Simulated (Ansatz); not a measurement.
Ti₃SiC₂:
```cif
data_C4Si2Ti6
_chemical_formula_sum 'Ti6 Si2 C4'
_space_group_name_H-M_alt 'P63/mmc'
_space_group_IT_number 194
_space_group_name_Hall '-P 6c 2c'
_cell_length_a 3.07202
_cell_length_b 3.07202
_cell_length_c 17.72589
_cell_angle_alpha 90.000
_cell_angle_beta 90.000
_cell_angle_gamma 120.000
loop_
_atom_site_label
_atom_site_type_symbol
_atom_site_symmetry_multiplicity
_atom_site_Wyckoff_symbol
_atom_site_fract_x
_atom_site_fract_y
_atom_site_fract_z
_atom_site_occupancy
Ti1 Ti 4 f 0.66667 0.33333 0.13487 1
Ti2 Ti 2 a 0.00000 0.00000 0.00000 1
Si1 Si 2 b 0.00000 0.00000 0.25000 1
C1 C 4 f 0.33333 0.66667 0.07231 1
```

Relaxed at zero pressure with PBE (plane waves, PAW; program Ansatz).

Q: The volume is lowered by 6 % and shape and atoms relax at that volume. What pressure results, and how do the axes share the change?

A: 13.0 GPa; a -2.1 %, b -2.1 %, c -2.0 %; the energy rises by 28 meV/atom.

Q: Give the new structure.

A: 
Space group P6₃/mmc (No. 194); a = b = 3.0086 Å, c = 17.3721 Å, α = β = 90.00°, γ = 120.00°

| atom | site | symmetry | x | y | z |
|---|---|---|---|---|---|
| Ti | 4f | 3m. | 0.6667 | 0.3333 | 0.1365 |
| Ti | 2a | -3m. | 0.0000 | 0.0000 | 0.0000 |
| Si | 2b | -6m2 | 0.0000 | 0.0000 | 0.2500 |
| C | 4f | 3m. | 0.3333 | 0.6667 | 0.0726 |

The phase is kept; no other phase was compared at this pressure.

Space group P6_3/mmc. The PBE relaxation kept the symmetry of its start. The run is not spin-polarised.

Potentials: the earlier of the program's two PAW sets.
